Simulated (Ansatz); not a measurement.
BaS (zincblende structure)

Level of theory: DFT, PBEsol, scalar-relativistic, no spin polarisation; plane waves to 420 eV with PAW datasets (Ansatz 0.2.0), Γ-centred 8×8×8 mesh, 0.05 eV Gaussian smearing. The datasets are Ansatz's generated set soft_2.

Space group F-43m (No. 216). a = 6.937 Å, b = 6.937 Å, c = 6.937 Å, α = 90.00°, β = 90.00°, γ = 90.00°
```
atom  site  symmetry       x       y       z
  Ba    4a      -43m  0.0000  0.0000  0.0000
   S    4d      -43m  0.2500  0.2500  0.7500
```

This is a trial structure; measured cells of the compound in the Crystallography Open Database are in space group Fm-3m (rock salt).

The cell above was scaled in volume, its shape and atoms being fixed by the lattice's symmetry. Energies are counted from the cell above.

Cell and atoms are those of this level's equilibrium.

```tsv
V (Å³/atom)	ΔE (meV/atom)	P from the stress (GPa)
40.066	6.58	1.32
40.900	1.57	0.62
41.735	0.00	-0.01
42.570	1.55	-0.58
43.404	5.91	-1.09
```

Do the energies and the pressures agree? Compare −ΔE/ΔV between neighbouring points (1 meV/Å³ = 0.1602 GPa) with the mean of their pressures.

| interval (Å³/atom) | −ΔE/ΔV (GPa) | mean P (GPa) |
| --- | --- | --- |
| 40.07 to 40.90 | 1.0 | 1.0 |
| 40.90 to 41.74 | 0.3 | 0.3 |
| 41.74 to 42.57 | -0.3 | -0.3 |
| 42.57 to 43.40 | -0.8 | -0.8 |
They differ by 0.01 GPa at most.

What do the two routes give for V0, B0 and B0′?

A third-order Birch–Murnaghan fit of the energies: V0 = 41.72 Å³/atom, B0 = 30 GPa, B0′ = 4.0. A polynomial of P in ln V, with B = −dP/d ln V at P = 0: V0 = 41.72 Å³/atom, B0 = 30 GPa, B0′ = 4.0.

B0·V0 = 29.9 GPa × 41.72 Å³ = 7.79 eV/atom sets the scale: near the minimum ΔE ≈ ½ B0 V0 x², with x = V/V0 − 1, and a pressure of 0.30 GPa squeezes the volume by about 1 %. At the ends of the curve: x = −4.0 % predicts 6.1 meV/atom and the run gives 6.6; x = +4.0 % predicts 6.3 meV/atom and the run gives 5.9. The lopsidedness is anharmonic: atoms resist being pushed together more than being pulled apart.

 Scalar-relativistic only: spin–orbit splittings of the heavy atoms' levels are missing.
